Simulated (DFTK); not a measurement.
# Au (P-1) in DFTK: single point with PBE

Aim: the single point of Au with PBE.

All numbers are computed with DFTK 0.8.2; they aren't measurements. Logs are shortened: lines on timing, memory, paths and dates and some standing lists are left out, and cuts for length are marked.

## (1) The cell of the first run

The typed cell holds 1 atom: a = 2.854 Å, b = 2.809 Å, c = 2.962 Å, α = 109.30°, β = 110.50°, γ = 108.94°.

This isn't the form of Au at room conditions, which is fcc.

## (2) Single point, PBE (cell strained at random at fixed volume)

run.jl reads:

```julia
using DFTK
using PseudoPotentialData
using Unitful, UnitfulAtomic
using LinearAlgebra, Printf
include("save.jl")
disable_threading()

# lattice vectors are the columns
lattice = austrip(1u"Å") * [      -1.66724       1.603735       1.736433;
                 1.610846      -1.635684       1.704878;
                 1.664696       1.626029      -1.689534]
symbols   = [:Au]
positions = [[-0.009882, -0.017092, -0.021301]]
pseudopotentials = PseudoFamily("dojo.nc.sr.pbe.v0_4_1.standard.upf")
elements = Dict(s => ElementPsp(s, pseudopotentials) for s in unique(symbols))
atoms    = [elements[s] for s in symbols]

build_model(lattice, positions; symmetries=true) =
    model_DFT(lattice, atoms, positions;
              functionals=PBE(),
              temperature=austrip(0.05u"eV"),
              smearing=Smearing.FermiDirac(),
              symmetries)
Ecut  = 38.0  # hartree
kgrid = [11, 11, 11]
tol   = 1e-6
to_GPa = ustrip(uconvert(u"GPa", 1u"hartree/bohr^3"))

model = build_model(lattice, positions)
basis = PlaneWaveBasis(model; Ecut, kgrid)
display(basis)
scfres = self_consistent_field(basis;
                               tol,
                               nbandsalg=AdaptiveBands(model; n_bands_converge=14))
display(scfres.energies)
@printf "Fermi level: %.6f eV\n" ustrip(auconvert(u"eV", something(scfres.εF, NaN)))
forces = compute_forces_cart(scfres)
println("Forces (eV/Å)")
for (s, f) in zip(symbols, forces)
    @printf "%-3s %12.6f %12.6f %12.6f\n" s ustrip.(auconvert.(u"eV/Å", f))...
end
stress = compute_stresses_cart(scfres)
println("Stress (GPa)")
display(round.(stress * to_GPa; digits=4))
println("Levels at the first k-point (eV): ", round.(ustrip.(auconvert.(u"eV", scfres.eigenvalues[1][1:scfres.n_bands_converge])); digits=4))
save_scf!(scfres; forces, stress)
```

Potentials or basis: dojo.nc.sr.pbe.v0_4_1.standard.upf (PBE).

Launch:

```
$ julia --threads=1 run.jl  # save.jl only writes the numbers to a file and isn't shown; printed stress counts tension as positive; times include loading and compiling
```

The log of the run:

```text
PlaneWaveBasis discretization:

    Ecut                 : 38.0 Ha
    fft_size             : (32, 32, 36), 36864 total points
    kgrid                : MonkhorstPack([11, 11, 11])
    num.   red. kpoints  : 1331
    num. irred. kpoints  : 1331

    Discretized Model(gga_x_pbe+gga_c_pbe, 3D):
        lattice (in Bohr)    : [-3.15063  , 3.03062   , 3.28138   ]
                               [3.04406   , -3.09099  , 3.22175   ]
                               [3.14582   , 3.07275   , -3.19276  ]
        unit cell volume     : 122.87 Bohr³

        atoms                : Au
        pseudopot. family    : PseudoFamily("dojo.nc.sr.pbe.v0_4_1.standard.upf")

        num. electrons       : 19
        spin polarization    : none
        temperature          : 0.0018375 Ha
        smearing             : DFTK.Smearing.FermiDirac()

        terms                : Kinetic()
                               AtomicLocal()
                               AtomicNonlocal()
                               Ewald(nothing)
                               PspCorrection()
                               Hartree()
                               Xc(gga_x_pbe, gga_c_pbe)
                               Entropy()
n     Energy            log10(ΔE)   log10(Δρ)   Diag   Δtime
---   ---------------   ---------   ---------   ----   ------
  1   -148.1814900405                   -0.92    3.8    59.8s
  2   -148.1966365113       -1.82       -1.44    1.0    33.2s
  3   -148.1984233026       -2.75       -2.38    2.2    43.0s
  4   -148.1984375281       -4.85       -2.87    2.4    42.4s
  5   -148.1984382480       -6.14       -3.74    2.1    36.1s
  6   -148.1984382761       -7.55       -4.04    3.0    41.2s
  7   -148.1984382829       -8.17       -4.66    1.4    38.3s
  8   -148.1984382833       -9.35       -5.65    2.3    38.2s
  9   -148.1984382833      -11.20       -5.86    3.2    46.5s
 10   -148.1984382833      -11.94       -6.60    1.0    36.7s
Energy breakdown (in Ha):
    Kinetic             42.5286095
    AtomicLocal         -94.6942069
    AtomicNonlocal      2.5069451
    Ewald               -104.8376365
    PspCorrection       4.9846410
    Hartree             27.3626942
    Xc                  -26.0493656
    Entropy             -0.0001191

    total               -148.198438283341
Fermi level: 11.674573 eV
Forces (eV/Å)
Au     -0.000000     0.000000     0.000000
Stress (GPa)
3×3 StaticArraysCore.SMatrix{3, 3, Float64, 9} with indices SOneTo(3)×SOneTo(3):
  0.2228   2.0765  -1.9268
  2.0765   0.8353  -0.2485
 -1.9268  -0.2485   1.5806
Levels at the first k-point (eV): [-93.6085, -44.8793, -44.876, -44.8729, 2.5974, 7.0121, 7.154, 7.6175, 9.0044, 9.0847, 27.7245, 28.1315, 28.7528, 33.9912]
```

Wall time 14 min (1 thread of Intel Xeon 6975P-C (Granite Rapids), shared host); peak memory 6.1 GiB.

Results:

* Free energy: -4032.6849 eV
* Pressure: -0.9 GPa
* Band gap on the k mesh: none (metal or under the smearing width)

Spin-orbit coupling is left out, which matters for the levels of Au.
